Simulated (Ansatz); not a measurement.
ZrO₂ (started from an entry of an open crystallographic database), relaxed with r2SCAN: 5 runs in Ansatz, each a construction of maximally localised Wannier functions. The symmetry is P4_2/nmc (No. 137, tetragonal); conventional cell a = 3.601 Å, c = 5.227 Å, 11.30 Å³ an atom. Zr is surrounded by 8 O at 2.07–2.40 Å; O is surrounded by 4 Zr at 2.07–2.40 Å. (Simulation; spin polarisation is off.)

```
CELL_PARAMETERS angstrom
3.60103 0.00000 0.00000
0.00000 3.60103 0.00000
0.00000 0.00000 5.22718
ATOMIC_POSITIONS crystal
Zr 0.00000 0.00000 0.00000
Zr 0.50000 0.50000 0.50000
O 0.00000 0.50000 0.19697
O 0.00000 0.50000 0.69697
O 0.50000 0.00000 0.30303
O 0.50000 0.00000 0.80303
```

Windows count from the top of the filled bands; a dash means that no such window was set (without an outer window there is no disentanglement).

```csv
functional,SCF mesh,trial orbitals,functions,mesh,window (eV),frozen (eV),Ω total (Å²),Ω invariant (Å²),largest spread (Å²),least projectability,"interpolation miss of the model's filled bands (eV, to the nearest computed level)"
PBE,6×6×4,"O s, O p",16,6×6×4,–,–,15.29,13.70,0.97,0.83,0.005
PBE,6×6×4,"O s, O p",16,4×4×2,–,–,14.51,12.89,0.91,0.83,0.070
PBE,6×6×4,O p,12,6×6×4,–,–,14.72,14.51,1.27,0.83,0.004
r2SCAN,6×6×4,O p,12,6×6×4,–,–,14.22,14.03,1.23,0.84,0.004
```

Task: Estimate from these rows what the further settings give.
```
functional  SCF mesh  trial orbitals  functions   mesh  window (eV)  frozen (eV)
    r2SCAN     6×6×4        O s, O p         16  6×6×4            –            –
```

Result:
```csv
functional,SCF mesh,trial orbitals,functions,mesh,window (eV),frozen (eV),Ω total (Å²),Ω invariant (Å²),largest spread (Å²),least projectability,"interpolation miss of the model's filled bands (eV, to the nearest computed level)"
r2SCAN,6×6×4,"O s, O p",16,6×6×4,–,–,14.89,13.31,0.94,0.84,0.004
```

For O s, O p with PBE the spread goes 14.51 Å² (4×4×2), 15.29 Å² (6×6×4): finite differences on a coarse mesh understate it.
